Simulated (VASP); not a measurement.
# Ni (Fm-3m) in VASP: band structure with PBE

Aim: the band structure of Ni with PBE.

Everything below comes from runs of VASP 6.6.1. Logs are shortened: lines on timing, memory, paths and dates and some standing lists are left out, and cuts for length are marked.

**1. The structure**

The structure is cubic, space group Fm-3m (No. 225). Conventional cell: a = 3.518 Å, b = 3.518 Å, c = 3.518 Å, α = 90.00°, β = 90.00°, γ = 90.00°. Ni (site symmetry m-3m) is surrounded by 12 Ni at 2.49 Å.

**2. Band structure, PBE, non-collinear spin, ferromagnetic start, spin-orbit coupling**

POSCAR

```
Ni                                      
1.0
    0.0000000000      1.7590701530      1.7590701530
    1.7590701530      0.0000000000      1.7590701530
    1.7590701530      1.7590701530      0.0000000000
  Ni            
     1
Direct
     0.0000000000000000    0.0000000000000000    0.0000000000000000
```

INCAR.step1

```
ALGO = Normal
EDIFF = 1E-7
ENCUT = 520
GGA = PE
GGA_COMPAT = F
ISIF = 2
ISMEAR = 0
KPAR = 4
LASPH = T
LCHARG = T
LMAXMIX = 4
LORBIT = 11
LORBMOM = T
LREAL = F
LSORBIT = T
LWAVE = F
MAGMOM = 0 0 0.8
NBANDS = 21
NELM = 120
PREC = Accurate
SIGMA = 0.1
```

KPOINTS.step1

```
k-points
0
Gamma
  20 20 20
```

INCAR.step2

```
ALGO = Normal
EDIFF = 1E-7
ENCUT = 520
GGA = PE
GGA_COMPAT = F
ICHARG = 11
ISIF = 2
ISMEAR = 0
KPAR = 4
LASPH = T
LCHARG = F
LMAXMIX = 4
LORBIT = 11
LORBMOM = T
LREAL = F
LSORBIT = T
LWAVE = F
MAGMOM = 0 0 0.8
NBANDS = 21
NELM = 120
PREC = Accurate
SIGMA = 0.05
```

KPOINTS.step2

```
path GXWKGLUWLK,UX
15
line-mode
reciprocal
 0.0000000000  0.0000000000  0.0000000000  G
 0.5000000000  0.0000000000  0.5000000000  X

 0.5000000000  0.0000000000  0.5000000000  X
 0.5000000000  0.2500000000  0.7500000000  W

 0.5000000000  0.2500000000  0.7500000000  W
 0.3750000000  0.3750000000  0.7500000000  K

 0.3750000000  0.3750000000  0.7500000000  K
 0.0000000000  0.0000000000  0.0000000000  G

 0.0000000000  0.0000000000  0.0000000000  G
 0.5000000000  0.5000000000  0.5000000000  L

 0.5000000000  0.5000000000  0.5000000000  L
 0.6250000000  0.2500000000  0.6250000000  U

 0.6250000000  0.2500000000  0.6250000000  U
 0.5000000000  0.2500000000  0.7500000000  W

 0.5000000000  0.2500000000  0.7500000000  W
 0.5000000000  0.5000000000  0.5000000000  L

 0.5000000000  0.5000000000  0.5000000000  L
 0.3750000000  0.3750000000  0.7500000000  K

 0.6250000000  0.2500000000  0.6250000000  U
 0.5000000000  0.0000000000  0.5000000000  X
```

Potentials or basis: VASP PAW PBE potentials, release 64 (Ni).

Run with:

```console
$ cat potpaw_PBE.64/Ni/POTCAR > POTCAR
$ cp INCAR.step1 INCAR
$ cp KPOINTS.step1 KPOINTS
$ mpirun -np 4 vasp_ncl > vasp.out
$ cp INCAR.step2 INCAR
$ cp KPOINTS.step2 KPOINTS
$ mpirun -np 4 vasp_ncl > vasp.out
```

OUTCAR:

```text
EDIFF = 1E-7
   ENCUT = 520
   GGA = PE
   ICHARG = 11
   ISIF = 2
   ISMEAR = 0
   LASPH = T
   LORBIT = 11
   LREAL = F
   LSORBIT = T
   NELM = 120
   PREC = Accurate

 ion  position               nearest neighbor table
   1  0.000  0.000  0.000-

  LATTYP: Found a face centered cubic cell.
 ALAT       =     3.5181403060

  Lattice vectors:

 A1 = (   0.0000000000,   1.7590701530,   1.7590701530)
 A2 = (   1.7590701530,   0.0000000000,   1.7590701530)
 A3 = (   1.7590701530,   1.7590701530,   0.0000000000)

Analysis of symmetry for initial positions (statically):
=====================================================================
 Subroutine PRICEL returns:
 Original cell was already a primitive cell.

 Routine SETGRP: Setting up the symmetry group for a
 face centered cubic supercell.

 Subroutine GETGRP returns: Found 48 space group operations
 (whereof 48 operations were pure point group operations)
 out of a pool of 48 trial point group operations.

The static configuration has the point symmetry O_h .

Analysis of symmetry for dynamics (positions and initial velocities):
=====================================================================
 Subroutine PRICEL returns:
 Original cell was already a primitive cell.

 Routine SETGRP: Setting up the symmetry group for a
 face centered cubic supercell.

 Subroutine GETGRP returns: Found 48 space group operations
 (whereof 48 operations were pure point group operations)
 out of a pool of 48 trial point group operations.

The dynamic configuration has the point symmetry O_h .

Analysis of structural, dynamic, and magnetic symmetry:
=====================================================================
 Subroutine PRICEL returns:
 Original cell was already a primitive cell.

 Routine SETGRP: Setting up the symmetry group for a
 face centered cubic supercell.

 Subroutine GETGRP returns: Found  8 space group operations
 (whereof  8 operations were pure point group operations)
 out of a pool of 48 trial point group operations.

The overall configuration has the point symmetry C_4h.

 Subroutine INISYM returns: Found  8 space group operations
 (whereof  8 operations are pure point group operations),
 and found     1 'primitive' translations

----------------------------------------------------------------------------------------

                                     Primitive cell

  volume of cell :      10.8863

  direct lattice vectors                    reciprocal lattice vectors
     0.000000000  1.759070153  1.759070153    -0.284241080  0.284241080  0.284241080
     1.759070153  0.000000000  1.759070153     0.284241080 -0.284241080  0.284241080
     1.759070153  1.759070153  0.000000000     0.284241080  0.284241080 -0.284241080

  length of vectors
     2.487700868  2.487700868  2.487700868     0.492319992  0.492319992  0.492319992

  position of ions in fractional coordinates (direct lattice)
     0.000000000  0.000000000  0.000000000

  ion indices of the primitive-cell ions
   primitive index   ion index
                 1           1

----------------------------------------------------------------------------------------

 KPOINTS: path GXWKGLUWLK,UX

Interpolating k-points between supplied coordinates.

 Line segments in fractional coordinates (reciprocal lattice):
    0.000000  0.000000  0.000000  ...  0.500000  0.000000  0.500000
    0.500000  0.000000  0.500000  ...  0.500000  0.250000  0.750000
    0.500000  0.250000  0.750000  ...  0.375000  0.375000  0.750000
    0.375000  0.375000  0.750000  ...  0.000000  0.000000  0.000000
    0.000000  0.000000  0.000000  ...  0.500000  0.500000  0.500000
    0.500000  0.500000  0.500000  ...  0.625000  0.250000  0.625000
    0.625000  0.250000  0.625000  ...  0.500000  0.250000  0.750000
    0.500000  0.250000  0.750000  ...  0.500000  0.500000  0.500000
    0.500000  0.500000  0.500000  ...  0.375000  0.375000  0.750000
    0.625000  0.250000  0.625000  ...  0.500000  0.000000  0.500000

 Generated    15 points on each line segment, for a total of    150 k-points:

 Following reciprocal coordinates:
            Coordinates               Weight
  0.000000  0.000000  0.000000      0.006667
  0.035714  0.000000  0.035714      0.006667
  0.071429  0.000000  0.071429      0.006667
  0.107143  0.000000  0.107143      0.006667
  0.142857  0.000000  0.142857      0.006667
  0.178571  0.000000  0.178571      0.006667
[... 16 lines left out ...]
  0.500000  0.125000  0.625000      0.006667
  0.500000  0.142857  0.642857      0.006667
 [... further k-points ...]
   k-points           NKPTS =    150   k-points in BZ     NKDIM =    150   number of bands    NBANDS=     21
   number of dos      NEDOS =    301   number of ions     NIONS =      1
   total plane-waves  NPLWV =   8000
   dimension x,y,z NGX =    20 NGY =   20 NGZ =   20
   dimension x,y,z NGXF=    40 NGYF=   40 NGZF=   40
   ions per type =               1
   NGX,Y,Z   is equivalent  to a cutoff of  13.37, 13.37, 13.37 a.u.
   NGXF,Y,Z  is equivalent  to a cutoff of  26.73, 26.73, 26.73 a.u.
 SYSTEM =  unknown system
   PREC   = accura    normal or accurate (medium, high low for compatibility)
   ISTART =      0    job   : 0-new  1-cont  2-samecut
   ICHARG =     11    charge: 1-file 2-atom 10-const
   ISPIN  =      1    spin polarized calculation?
   LNONCOLLINEAR =      T non collinear calculations
   LSORBIT =      T    spin-orbit coupling
   LASPH  =      T    aspherical Exc in radial PAW
   ENCUT  =  520.0 eV  38.22 Ry    6.18 a.u.   4.63  4.63  4.63*2*pi/ulx,y,z
   NELM   =    120;   NELMIN=  2; NELMDL=  0     # of ELM steps
   EDIFF  = 0.1E-06   stopping-criterion for ELM
   LREAL  =      F    real-space projection
   EDIFFG = 0.1E-05   stopping-criterion for IOM
   NSW    =      0    number of steps for IOM
   IBRION =     -1    ionic relax: 0-MD 1-quasi-New 2-CG
   NFREE  =      0    steps in history (QN), initial steepest desc. (CG)
   ISIF   =      2    stress and relaxation
   ISYM   =      2    0-nonsym 1-usesym 2-fastsym
   POTIM  = 0.5000    time-step for ionic-motion
   TEBEG  =    0.0;   TEEND  =   0.0 temperature during run
   PSTRESS=    0.0 pullay stress
   NELECT =      10.0000    total number of electrons
   NUPDOWN=      -1.0000    fix difference up-down
   EMIN   =  10.00;   EMAX   =-10.00  energy-range for DOS
[... 5 lines left out ...]
     AMIX     =   0.40;   BMIX     =  1.00
     AMIX_MAG =   1.60;   BMIX_MAG =  1.00
  volume/ion in A,a.u.               =      10.89        73.46
  Fermi-wavevector in a.u.,A,eV,Ry     =   1.591408  3.007326 34.457856  2.532581
  Thomas-Fermi vector in A             =   2.689953
   LORBIT       =     11    0 simple, 1 ext, 2 COOP (PROOUT), +10 PAW based schemes
   GGA     = PE    functional components
   LHFCALC =     F    Hartree Fock is set to
   AEXX    =    0.0000 exact exchange contribution
   IVDW    =     0    specifies the selected vdW correction
   LEPSILON=     F    determine dielectric tensor
   LRPA    =     F    only Hartree local field effects (RPA)
 Gauss-broadening in eV      SIGMA  =   0.05
  energy-cutoff  :      520.00
  volume of cell :       10.89
 maximum number of plane-waves:       608
 NGX is ok and might be reduce to    20

 number of electron      10.0000009 magnetization      -0.0000000     -0.0000000      0.6266433

 Free energy of the ion-electron system (eV)
  ---------------------------------------------------
  ext. energy  EPLUGINS =         0.00000000
  ---------------------------------------------------
  free energy    TOTEN  =        -4.68751819 eV

  energy without entropy =       -4.68411591  energy(sigma->0) =       -4.68581705

 E-fermi :   9.5317     XC(G=0): -13.2525

 val. band max:        9.5302021881   @ k =   0.5982   0.2500   0.6518
 cond. band min:       9.5434352987   @ k =   0.5000   0.3214   0.6786
 fundamental gap:      0.0132331106
 Fermi energy:         9.5317321739

 k-point     1 :       0.0000    0.0000    0.0000
  band No.  band energies     occupation
      1       0.3300      1.00000
      2       0.3589      1.00000
      3       6.8792      1.00000
      4       6.9174      1.00000
      5       6.9676      1.00000
      6       7.6166      1.00000
[... 13 lines left out ...]
     20      37.0132      0.00000
     21      39.8656      0.00000

 k-point     2 :       0.0357    0.0000    0.0357
  band No.  band energies     occupation
      1       0.3968      1.00000
      2       0.4256      1.00000
      3       6.8718      1.00000
      4       6.9356      1.00000
      5       6.9698      1.00000
      6       7.6095      1.00000
[... 13 lines left out ...]
     20      36.6162      0.00000
     21      40.1760      0.00000
[... 487 lines left out ...]
      5       7.6893      1.00000
      6       8.3416      1.00000
[... 13 lines left out ...]
     20      33.1394      0.00000
     21      36.3889      0.00000

 k-point    24 :       0.5000    0.1429    0.6429
  band No.  band energies     occupation
      1       5.2014      1.00000
      2       5.5293      1.00000
      3       5.5669      1.00000
      4       6.1437      1.00000
      5       7.4643      1.00000
      6       8.1044      1.00000
[... 13 lines left out ...]
     20      33.9974      0.00000
     21      37.2938      0.00000

 [... further k-points ...]

------------------------ aborting loop because EDIFF is reached ----------------------------------------

  FORCE on cell =-STRESS in cart. coord.  units (eV):
  Direction    XX          YY          ZZ          XY          YZ          ZX
  --------------------------------------------------------------------------------------
  -------------------------------------------------------------------------------------
  Total       14.6434609     14.6434609     14.1975383     -0.0000005      0.0000000      0.0000000
  in kB     2155.1367808   2155.1367808   2089.5085740     -0.0000758      0.0000000      0.0000000
  external PRESSURE =    2133.2607119 kB  Pullay stress =       0.0000000 kB

 VOLUME and BASIS-vectors are now :
 -----------------------------------------------------------------------------
  energy-cutoff  :      520.00
  volume of cell :       10.89
      direct lattice vectors                 reciprocal lattice vectors
     0.000000000  1.759070153  1.759070153    -0.284241080  0.284241080  0.284241080
     1.759070153  0.000000000  1.759070153     0.284241080 -0.284241080  0.284241080
     1.759070153  1.759070153  0.000000000     0.284241080  0.284241080 -0.284241080

 POSITION                                       TOTAL-FORCE (eV/Angst)
 -----------------------------------------------------------------------------------
      0.00000      0.00000      0.00000         0.000000      0.000000      0.000000
 -----------------------------------------------------------------------------------
    total drift:                                0.000000      0.000000      0.000000

  FREE ENERGIE OF THE ION-ELECTRON SYSTEM (eV)
  ---------------------------------------------------
  free  energy   TOTEN  =        -4.6875181918 eV

  energy  without entropy=       -4.6841159113  energy(sigma->0) =       -4.68581705

 orbital moment (x)

 # of ion     p       d       tot
 ----------------------------------------
  1         0.000  -0.000  -0.000
 ----------------------------------------
            0.000  -0.000  -0.000

 orbital moment (y)

 # of ion     p       d       tot
 ----------------------------------------
  1        -0.000   0.000   0.000
 ----------------------------------------
           -0.000   0.000   0.000

 orbital moment (z)

 # of ion     p       d       tot
 ----------------------------------------
  1         0.000   0.059   0.059
 ----------------------------------------
            0.000   0.059   0.059

 Spin-Orbit-Coupling matrix elements

 Ion:    1  E_soc:     -0.0169202
 l=   1
     0.0000000    -0.0003785    -0.0003685
    -0.0003785     0.0000000    -0.0003785
    -0.0003685    -0.0003785     0.0000000
 l=   2
     0.0000000    -0.0006108     0.0000000    -0.0006108    -0.0025602
    -0.0006108     0.0000000    -0.0013936    -0.0002681    -0.0002487
     0.0000000    -0.0013936     0.0000000    -0.0013936     0.0000000
    -0.0006108    -0.0002681    -0.0013936     0.0000000    -0.0002487
    -0.0025602    -0.0002487     0.0000000    -0.0002487     0.0000000
 l=   3
     0.0000000     0.0000000     0.0000000     0.0000000     0.0000000     0.0000000     0.0000000
     0.0000000     0.0000000     0.0000000     0.0000000     0.0000000     0.0000000     0.0000000
     0.0000000     0.0000000     0.0000000     0.0000000     0.0000000     0.0000000     0.0000000
     0.0000000     0.0000000     0.0000000     0.0000000     0.0000000     0.0000000     0.0000000
     0.0000000     0.0000000     0.0000000     0.0000000     0.0000000     0.0000000     0.0000000
     0.0000000     0.0000000     0.0000000     0.0000000     0.0000000     0.0000000     0.0000000
     0.0000000     0.0000000     0.0000000     0.0000000     0.0000000     0.0000000     0.0000000

 total charge

# of ion       s       p       d       tot
------------------------------------------
    1        0.369   0.442   8.549   9.360

 magnetization (x)

# of ion       s       p       d       tot
------------------------------------------
    1        0.000   0.000   0.000   0.000

 magnetization (y)

# of ion       s       p       d       tot
------------------------------------------
    1        0.000   0.000   0.000   0.000

 magnetization (z)

# of ion       s       p       d       tot
------------------------------------------
    1       -0.006  -0.027   0.592   0.559
```

It took 2.5 min on 4 MPI ranks of Intel Xeon 6975P-C (Granite Rapids), shared host; peak memory 0.43 GiB.

Results:

* Net moment: 0.63 μB per cell

Moments on the atoms (μB; x, y, z):
```
Ni  0.00 0.00 0.56
```

Caveat: the log is that of the step along the path at fixed density, whose energy, stress, charges and moments have no meaning.
